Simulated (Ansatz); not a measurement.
Al: energy against volume and a worked fit

Symmetry: Fm-3m, No. 225, cubic system. Conventional cell: a = 4.050 Å, b = 4.050 Å, c = 4.050 Å, α = 90.00°, β = 90.00°, γ = 90.00°. Al (site symmetry m-3m) is surrounded by 12 Al at 2.86 Å.

The cell was scaled at fixed shape and fractions and run with Ansatz, Ansatz PAW, cutoff 420 eV; rPW86-PBE+rVV10, k mesh 11 × 11 × 11 on the cell of 1 atom, fermi-dirac occupations of 0.05 eV, no spin polarisation, no spin-orbit coupling. The potentials were made for PBE. Energies are those that the program minimises, any entropy of the smearing included. For a metal such a mesh isn't converged to the digits shown.

| V (Å³/atom) | energy over the lowest row (meV/atom) |
| --- | --- |
| 15.6066 | 8.839 |
| 15.9386 | 2.499 |
| 16.2707 | 0.000 |
| 16.6027 | 0.940 |
| 16.9348 | 4.976 |
| 17.2668 | ? |
| 17.5989 | 20.876 |

Problem. Fit the third-order Birch-Murnaghan form, give V0, B0 and B′, and predict the energy left open.

Solution. With y = (V0/V)^(2/3), E = E0 + (9 V0 B0/16) [(y - 1)³ B′ + (y - 1)² (6 - 4y)]. Least squares through the rows shown give V0 = 16.3394 Å³/atom, E0 = -0.071 meV, B0 = 79.63 GPa (1 eV/Å³ = 160.218 GPa) and B′ = 4.71, with a largest miss of 0.012 meV. At V = 17.2668 the form with these constants gives 11.705 meV; the run gave 11.715 meV an atom. Measured volume: 16.6 Å³/atom at 298.15 K (COD entry, doi:10.1063/1.1698520), so the fit lies -1.6 % from it. Measured modulus: 76.9 GPa (pmc:3831299, doi:10.1107/S0021889813023728), so the fit lies +3.6 % from it. The runs are for a static lattice.

The curve is that of a simple metal near equilibrium, and the withheld point falls on the fit about as closely as the fitted ones. Since that point lies inside the fitted range, this tests the interpolation rather than the equation of state under strong compression. In aluminium the s and p electrons form a nearly free electron gas. Its kinetic energy rises quickly as the volume shrinks, while the electrostatic and exchange attraction that binds the metal grows more slowly. This balance sets the equilibrium volume and makes the lattice stiffen under pressure, as the positive B′ shows.

The fitted volume is slightly small and the modulus slightly high. Zero-point and thermal vibrations expand and soften a real crystal, so they probably explain part of both differences; the nonlocal correlation term may also contribute, and a single curve can't separate the two. Nor does the curve show that the fcc structure is preferred over other packings.
